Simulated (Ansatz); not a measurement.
**MoS2: how the settings move a single-point run**

Aim: see which settings change the result for MoS2, by how much, and at what cost. The cell is built on a prototype (CdI2 type) and needn't be the phase found in nature.

Program: Ansatz 0.2.0. Level of theory: reference: DFT, HSE06, plane waves, PAW. These are calculated values, not measurements.

1 further run of the same task is left out (it didn't finish).

**1. The starting structure**

It takes space group P-3m1 (No. 164, trigonal). The conventional cell has a = 3.220 Å, b = 3.220 Å, c = 5.945 Å, α = 90.00°, β = 90.00°, γ = 120.00°. Mo (site symmetry -3m) has 6 S at 2.42 Å as nearest neighbours. S (site symmetry 3m) is surrounded by 3 Mo at 2.42 Å.

Coordinates:

```cif
data_structure
_symmetry_space_group_name_H-M 'P-3m1'
_symmetry_Int_Tables_number 164
_cell_length_a 3.2202
_cell_length_b 3.2202
_cell_length_c 5.9450
_cell_angle_alpha 90.000
_cell_angle_beta 90.000
_cell_angle_gamma 120.000
_cell_volume 53.39
loop_
_atom_site_label
_atom_site_type_symbol
_atom_site_symmetry_multiplicity
_atom_site_Wyckoff_symbol
_atom_site_fract_x
_atom_site_fract_y
_atom_site_fract_z
_atom_site_occupancy
Mo1 Mo 1 a 0.00000 0.00000 0.00000 1
S1 S 2 d 0.33333 0.66667 0.26003 1
```

**2. Baseline**

input.yaml

```yaml
crystal:
  lattice:
    - [3.2202374489, 0.0, 0.0]
    - [-1.6101187245, 2.788807437, 0.0]
    - [0.0, 0.0, 5.945026834]
  atoms:
    - { symbol: Mo, position: [0.0, 0.0, 0.0] }
    - { symbol: S, position: [0.3333333333, 0.6666666667, 0.2600310814] }
    - { symbol: S, position: [0.6666666667, 0.3333333333, 0.7399689186] }
kpoints:
  mp_grid: { grid: [6, 6, 2] }
hamiltonian:
  xc: hse06
scf:
  occupations: { method: fermi_dirac, width: 0.02 }
  n_extra_bands: 4
output:
  forces: true
  stress: true
  eigenvalues: true
  write_density: true
  write_potential: true
  elf: true
  volumetric_format: npy
```

Started as:

```sh
$ ansatz run input.yaml --threads 4 --pin off --max-ram 3686MiB --backend cpu --events-out ev --progress --plain --runs-dir out
```

**3. Changing settings: mp_grid.grid [6, 6, 4], xc r2scan, ecutwfc 500**

Edit input.yaml of step 2 so:

```diff
@@ -10,5 +10,5 @@
 kpoints:
-  mp_grid: { grid: [6, 6, 2] }
+  mp_grid: { grid: [6, 6, 4] }
 hamiltonian:
-  xc: hse06
+  xc: r2scan
 scf:
@@ -20,5 +20,3 @@
   eigenvalues: true
-  write_density: true
-  write_potential: true
-  elf: true
-  volumetric_format: npy
+basis:
+  ecutwfc: 500
```

**4. Variant: exchange pbe, correlation pbe, coeff 0.2, omega 0.1**

Edit input.yaml of step 2 so:

```diff
@@ -12,3 +12,3 @@
 hamiltonian:
-  xc: hse06
+  xc: { exchange: pbe, correlation: pbe, exx: { coeff: 0.2, omega: 0.1 } }
 scf:
@@ -20,5 +20 @@
   eigenvalues: true
-  write_density: true
-  write_potential: true
-  elf: true
-  volumetric_format: npy
```

**5. Changing settings: xc cam_b3lyp**

Edit input.yaml of step 2 so:

```diff
@@ -12,3 +12,3 @@
 hamiltonian:
-  xc: hse06
+  xc: cam_b3lyp
 scf:
@@ -20,5 +20 @@
   eigenvalues: true
-  write_density: true
-  write_potential: true
-  elf: true
-  volumetric_format: npy
```

**6. Variant: exchange pbe, correlation pbe, coeff 0.1, omega 0.5**

Edit input.yaml of step 2 so:

```diff
@@ -12,3 +12,3 @@
 hamiltonian:
-  xc: hse06
+  xc: { exchange: pbe, correlation: pbe, exx: { coeff: 0.1, omega: 0.5 } }
 scf:
@@ -20,5 +20 @@
   eigenvalues: true
-  write_density: true
-  write_potential: true
-  elf: true
-  volumetric_format: npy
```

**7. Variant: exchange pbe, correlation pbe, coeff 0.5, omega 0.5**

Edit input.yaml of step 2 so:

```diff
@@ -12,3 +12,3 @@
 hamiltonian:
-  xc: hse06
+  xc: { exchange: pbe, correlation: pbe, exx: { coeff: 0.5, omega: 0.5 } }
 scf:
@@ -20,5 +20 @@
   eigenvalues: true
-  write_density: true
-  write_potential: true
-  elf: true
-  volumetric_format: npy
```

**8. Changed: ecutrho_ratio 12**

Edit input.yaml of step 2 so:

```diff
@@ -16,2 +16,3 @@
   n_extra_bands: 4
+  max_iter: 71
 output:
@@ -20,5 +21,3 @@
   eigenvalues: true
-  write_density: true
-  write_potential: true
-  elf: true
-  volumetric_format: npy
+basis:
+  ecutrho_ratio: 12
```

Before running it: what results should come out? Wanted: for each run, ending; energy change; pressure; gap; force.

As calculated:

```
                                                   run     ending   energy change  pressure (GPa)  gap (eV)  force (eV/Å)  cycles   time
                                             reference  converged               0            -2.3      0.00          0.35      20  7.2 s
     1: mp_grid.grid [6, 6, 4], xc r2scan, ecutwfc 500  converged  not comparable             1.2      0.00          0.09       7  1.3 s
2: exchange pbe, correlation pbe, coeff 0.2, omega 0.1  converged  not comparable            -1.6      0.00          0.27      30  8.5 s
                                       3: xc cam_b3lyp  converged  not comparable            -0.1      2.10          0.41      52   14 s
4: exchange pbe, correlation pbe, coeff 0.1, omega 0.5  converged  not comparable             1.0      0.00          0.02      18  7.6 s
5: exchange pbe, correlation pbe, coeff 0.5, omega 0.5  converged  not comparable            -4.1      0.00          0.57      30  9.5 s
                                   6: ecutrho_ratio 12  converged    0.0 meV/atom            -2.3      0.00          0.35      22  9.4 s
```

Times don't compare one to one where runs were asked for different outputs or read a saved state (see the inputs); cycles may leave out searches for a lower state.

Residual by cycle in the longest SCF loop of each run; runs are numbered as in the table. The quantity is the density residual dr2, in eV.

```
cycle  reference   run 1    run 2    run 3    run 4    run 5    run 6
    1      0.029    0.19    0.119   1.8e-4   0.0277    0.411    0.029
    2    0.00184    0.93    0.394   1.3e-4  0.00185      1.3  0.00184
    4     2.0e-5  1.9e-4   7.3e-4   5.2e-5   1.9e-5  0.00326   2.0e-5
    5     1.0e-6  1.2e-5  0.00124   4.1e-5   1.3e-6  0.00348   1.0e-6
    6     4.1e-8  1.0e-6   3.8e-4   2.8e-5   4.7e-8   3.4e-4   4.1e-8
    7     6.2e-9  8.5e-8   8.7e-4   2.2e-5   5.8e-9   4.0e-4   6.2e-9
    9          -       -   2.6e-4   1.3e-5        -   4.7e-5        -
   10          -       -   1.3e-4   1.7e-6        -   5.7e-6        -
   11          -       -   3.2e-5   1.4e-8        -        -        -
   12          -       -   6.4e-6  8.9e-10        -        -        -
   14          -       -   4.5e-6  5.4e-12        -        -        -
   15          -       -   4.5e-8        -        -        -        -
```

**Reading.** «ecutrho_ratio 12» leaves the energy as it was. Of the variants the dearest is «xc cam_b3lyp» (14 s), the cheapest «mp_grid.grid [6, 6, 4], xc r2scan, ecutwfc 500» (1.3 s), on a shared host. The reference leaves spin out although Mo can carry a moment, so its state need not be the lowest.
